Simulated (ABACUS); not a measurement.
# Ge (Fd-3m) in ABACUS: notebook

Runs on Ge. Level: B86bPBE. Tasks: single point, relaxation of cell and atoms.

Everything below comes from runs of ABACUS 3.10.1. Logs are shortened: lines on timing, memory, paths and dates and some standing lists are left out, and cuts for length are marked.

**The experiment to reproduce.**

“Electronic and optical properties of SixGe1-x-ySny alloys lattice-matched to Ge”, 2021, arxiv:2109.02782 reports, for a bulk crystal of Ge at 293 K: band gap 0.666 eV (indirect).

How close the calculation comes is told below.

**1. Starting point**

It takes space group Fd-3m (No. 227, cubic). The conventional cell has a = 5.658 Å, b = 5.658 Å, c = 5.658 Å, α = 90.00°, β = 90.00°, γ = 90.00°. Ge (site symmetry -43m) is surrounded by 4 Ge at 2.45 Å.

**2. Single point, B86bPBE**

The input, INPUT:

```
INPUT_PARAMETERS
suffix              Ge
calculation         scf
basis_type          pw
pseudo_dir          ./
symmetry            1
dft_functional      GGA_X_B86_MGC+GGA_C_PBE
ecutwfc             79
pseudo_rcut         10
nspin               1
nbands              24
ks_solver           dav
smearing_method     fd
smearing_sigma      0.00367493
scf_thr             1e-08
scf_nmax            100
mixing_type         broyden
mixing_beta         0.7
cal_force           1
cal_stress          1
out_chg             1
kpar                4
```

The input, STRU:

```
ATOMIC_SPECIES
Ge 72.6300 Ge.upf

LATTICE_CONSTANT
7.5601949712

LATTICE_VECTORS
0.0000000000 0.7071067812 0.7071067812
0.7071067812 0.0000000000 0.7071067812
0.7071067812 0.7071067812 0.0000000000

ATOMIC_POSITIONS
Cartesian

Ge
0.0
2
1.0606601718 1.0606601718 1.0606601718 1 1 1
0.7071067812 0.7071067812 0.7071067812 1 1 1
```

The input, KPT:

```
K_POINTS
0
Gamma
6 6 6 0 0 0
```

Potentials or basis: PseudoDojo NC SR 0.5 PBE standard, plane waves.

Command:

```console
$ OMP_NUM_THREADS=1 mpirun -np 4 abacus > log
```

running log:

```text
ABACUS v3.10.1

               Atomic-orbital Based Ab-initio Computation at UStc

 ------------------------------------------------------------------------------------

 READING GENERAL INFORMATION
                           global_out_dir = OUT.Ge/
                           global_in_card = INPUT
                               pseudo_dir = ./
                              orbital_dir =
                                    DSIZE = 4
                                    GSIZE = 1

 READING UNITCELL INFORMATION
                                    ntype = 1
                  lattice constant (Bohr) = 7.56019
              lattice constant (Angstrom) = 4.00068

 READING ATOM TYPE 1
                               atom label = Ge
                      L=0, number of zeta = 1
                      L=1, number of zeta = 1
                      L=2, number of zeta = 1
             number of atom for this type = 2

                        TOTAL ATOM NUMBER = 2
CARTESIAN COORDINATES ( UNIT =       7.560194971200 Bohr ).
    atom                   x                   y                   z     mag                  vx                  vy                  vz
tauc_Ge1            1.0606601718        1.0606601718        1.0606601718  0.0000        0.0000000000        0.0000000000        0.0000000000
tauc_Ge2            0.7071067812        0.7071067812        0.7071067812  0.0000        0.0000000000        0.0000000000        0.0000000000

                          Volume (Bohr^3) = 305.551
                             Volume (A^3) = 45.278

 Lattice vectors: (Cartesian coordinate: in unit of a_0)
                   +0           +0.707107           +0.707107
            +0.707107                  +0           +0.707107
            +0.707107           +0.707107                  +0
 Reciprocal vectors: (Cartesian coordinate: in unit of 2 pi/a_0)
            -0.707107           +0.707107           +0.707107
            +0.707107           -0.707107           +0.707107
            +0.707107           +0.707107           -0.707107
 The esolver type has been set to : ksdft_pw

                PAO radial cut off (Bohr) = 10

 Read in pseudopotential file is Ge.upf
                     pseudopotential type = NC
          exchange-correlation functional = PBE
                 nonlocal core correction = 1
                        valence electrons = 14
                                     lmax = 2
                           number of zeta = 3
                     number of projectors = 6
                           L of projector = 0
                           L of projector = 0
                           L of projector = 1
                           L of projector = 1
                           L of projector = 2
                           L of projector = 2
 XC functional updated to : GGA_X_B86_MGC+GGA_C_PBE
          exchange-correlation functional = GGA_X_B86_MGC+GGA_C_PBE
     initial pseudo atomic orbital number = 18

 SETUP THE ELECTRONS NUMBER
            electron number of element Ge = 14
      total electron number of element Ge = 28
            AUTOSET number of electrons:  = 28
                           occupied bands = 14
                                   NBANDS = 24
[... 136 lines left out ...]
 projector 3 L=1
 projector 4 L=1
 projector 5 L=2
 projector 6 L=2
      TOTAL NUMBER OF NONLOCAL PROJECTORS = 36

 Init Non-Local PseudoPotential table :
 Init Non-Local-Pseudopotential done.

                                     npwx = 3695

 Make real space PAO into reciprocal space.
       max mesh points in Pseudopotential = 1001
     dq(describe PAO in reciprocal space) = 0.01
                                    max q = 1071

 number of pseudo atomic orbitals for Ge is 3
WARNING: norm of atomic wavefunction # 3 of atomic type Ge is 0.999795, renormalized

 -------------------------------------------
 SELF-CONSISTENT
 -------------------------------------------
                                 init_chg = atomic

 PW ALGORITHM --------------- ION=   1  ELEC=   1--------------------------------

 Notice: Threshold on eigenvalues was too large.
 hsover_error=0.28 > DRHO=0.0354244
 Origin diag ethr = 0.01
 New diag ethr = 0.000126516

 Density error is 0.0358332246143
                          Error Threshold = 0.000126515842527
----------------------------------------------------------
     Energy           Rydberg                 eV
----------------------------------------------------------
 E_KohnSham     -357.5424410271      -4864.6144747981
 E_Harris       -356.9708897177      -4856.8381202906
 E_Fermi        0.6797381092         9.2483114330
----------------------------------------------------------
[... 63 lines left out ...]
 Density error is 3.52273395902e-10
                          Error Threshold = 5.42396915579e-11
----------------------------------------------------------
     Energy           Rydberg                 eV
----------------------------------------------------------
 E_KohnSham     -357.5433057386      -4864.6262398017
 E_KS(sigma->0) -357.5432475847      -4864.6254485761
 E_Harris       -357.5431200549      -4864.6237134450
 E_band         -20.0234094952       -272.4324625214
 E_one_elec     -183.2558062168      -2493.3231561318
 E_Hartree      110.8062120034       1507.5958570420
 E_xc           -87.5928370211       -1191.7616874729
 E_Ewald        -197.5007581962      -2687.1356707880
 E_entropy(-TS) -0.0001163080        -0.0015824511
 E_descf        0.0000000000         0.0000000000
 E_exx          0.0000000000         0.0000000000
 E_Fermi        0.7054358143         9.5979466473
----------------------------------------------------------

 charge density convergence is achieved
 final etot is -4864.6262398 eV
 EFERMI = 9.5979466473 eV

 STATE ENERGY(eV) AND OCCUPATIONS    NSPIN == 1
 1/4 kpoint (Cartesian) = 0.0000 0.0000 0.0000 (3695 pws)
       1       -15.3227     0.00925926
       2       -15.3227     0.00925926
       3       -15.3227     0.00925926
       4       -15.2881     0.00925926
       5       -15.2881     0.00925926
       6       -15.0772     0.00925926
[... 94 lines left out ...]
      23        21.9882        0.00000
      24        21.9882        0.00000

------------------------------------------------------------------------------------------
 TOTAL-FORCE (eV/Angstrom)
------------------------------------------------------------------------------------------
                       Ge1         0.0000000000         0.0000000000         0.0000000000
                       Ge2         0.0000000000         0.0000000000         0.0000000000
------------------------------------------------------------------------------------------

----------------------------------------------------------------
 TOTAL-STRESS (KBAR)
----------------------------------------------------------------
        42.7058005075        -0.0000000000         0.0000000000
        -0.0000000000        42.7058005075         0.0000000000
        -0.0000000000         0.0000000000        42.7058005075
----------------------------------------------------------------
 TOTAL-PRESSURE: 42.705801 KBAR

 --------------------------------------------
 !FINAL_ETOT_IS -4864.6262398016733641 eV
 --------------------------------------------
```

Wall time 3.2 s (4 MPI ranks of AMD EPYC 9R45 (Zen 5), shared host); peak memory 0.36 GiB.

Results:

```yaml
Free_energy: -4864.6262 eV
Pressure: 4.3 GPa
Band_gap_on_the_k_mesh: none (metal or under the smearing width)
```

Levels at points of the mesh, in eV from the Fermi level:
```
           k point  band 11  band 12  band 13  band 14  band 15  band 16  band 17  band 18
(0.00, 0.00, 0.00)   -12.81    -0.04    -0.04    -0.04    -0.03     2.52     2.52     2.52
(0.50, 0.50, 0.50)   -10.73    -7.64    -1.44    -1.44     0.14     3.71     3.71     7.14
(0.50, 0.50, 0.00)    -8.93    -8.93    -3.11    -3.11     0.73     0.73     9.46     9.46
```

Caveat: the potentials were made for another functional, which shifts forces and pressure; this crystal is a semiconductor, whose small gap the functional closes, so the metal is an error of the method.

**3. Relaxation of cell and atoms, B86bPBE**

INPUT: that of step 2 with these lines changed.

```diff
@@ -2,3 +2,3 @@
 suffix              Ge
-calculation         scf
+calculation         cell-relax
 basis_type          pw
@@ -10,3 +10,3 @@
 nspin               1
-nbands              24
+nbands              18
 ks_solver           dav
@@ -20,3 +20,7 @@
 cal_stress          1
-out_chg             1
+relax_nmax          60
+force_thr_ev        0.01
+relax_method        cg
+out_stru            1
+stress_thr          1
 kpar                4
```

The input, STRU:

```
ATOMIC_SPECIES
Ge 72.6300 Ge.upf

LATTICE_CONSTANT
1.8897261246

LATTICE_VECTORS
0.0000000000 2.8289100000 2.8289100000
2.8289100000 0.0000000000 2.8289100000
2.8289100000 2.8289100000 0.0000000000

ATOMIC_POSITIONS
Cartesian

Ge
0.0
2
4.2433650000 4.2433650000 4.2433650000 1 1 1
2.8289100000 2.8289100000 2.8289100000 1 1 1
```

KPT is that of step 2.

Potentials or basis: PseudoDojo NC SR 0.5 PBE standard, plane waves.

Command:

```console
$ OMP_NUM_THREADS=1 mpirun -np 4 abacus > log
```

Wall time 6.1 s (4 MPI ranks of AMD EPYC 9R45 (Zen 5), shared host); peak memory 0.36 GiB.

Results (log left out):

```yaml
Free_energy: -4864.6641 eV
Relaxed_volume: 24.12 Å³/atom
Relaxed_cell: a = 4.086 Å, b = 4.086 Å, c = 4.086 Å, α = 60.00°, β = 60.00°, γ = 60.00°
Space_group_after_relaxing_to_0.05_Å: Fd-3m (No. 227)
Energy_gained_by_relaxing: 18.9 meV/atom
Ionic_steps: 3
Pressure_after_relaxing: 0.0 GPa
Band_gap_on_the_k_mesh: none (metal or under the smearing width)
```

Step by step:
```csv
step,energy change (eV),largest force (eV/Å),pressure (GPa),volume (Å³)
1,0.0000,0.0000,4.26,45.28
2,-0.0317,0.0000,-1.51,49.49
3,-0.0378,0.0000,-0.01,48.23
```

Final structure:
```yaml
crystal:
  lattice:
    - [0.00000, 2.88920, 2.88920]
    - [2.88920, 0.00000, 2.88920]
    - [2.88920, 2.88920, 0.00000]
  atoms:
    - { symbol: Ge, position: [0.75000, 0.75000, 0.75000] }
    - { symbol: Ge, position: [0.50000, 0.50000, 0.50000] }
```

Levels at points of the mesh, in eV from the Fermi level:
```
           k point  band 12  band 13  band 14  band 15  band 16
(0.00, 0.00, 0.00)    -0.51     0.05     0.05     0.05     2.58
(0.50, 0.50, 0.50)    -7.27    -1.26    -1.26     0.05     3.76
(0.50, 0.50, 0.00)    -8.61    -2.80    -2.80     0.89     0.89
```

Caveat: the potentials were made for another functional, which shifts forces and pressure; this crystal is a semiconductor, whose small gap the functional closes, so the metal is an error of the method.

**4. Comparison with measurements**

Step 2. Against the measured gap of Ge, 0.666 eV (indirect; 293 K; “Electronic and optical properties of SixGe1-x-ySny alloys lattice-matched to Ge”, 2021, arxiv:2109.02782), the calculated 0.00 eV is off by -0.67 eV. 3 values of this kind are on record (0.666 to 0.807 eV); this one was drawn at random among those near their median. Spin-orbit coupling on Ge is left out. The value is that of B86bPBE on a finite k mesh, which can miss the band edges, without temperature or zero-point motion.
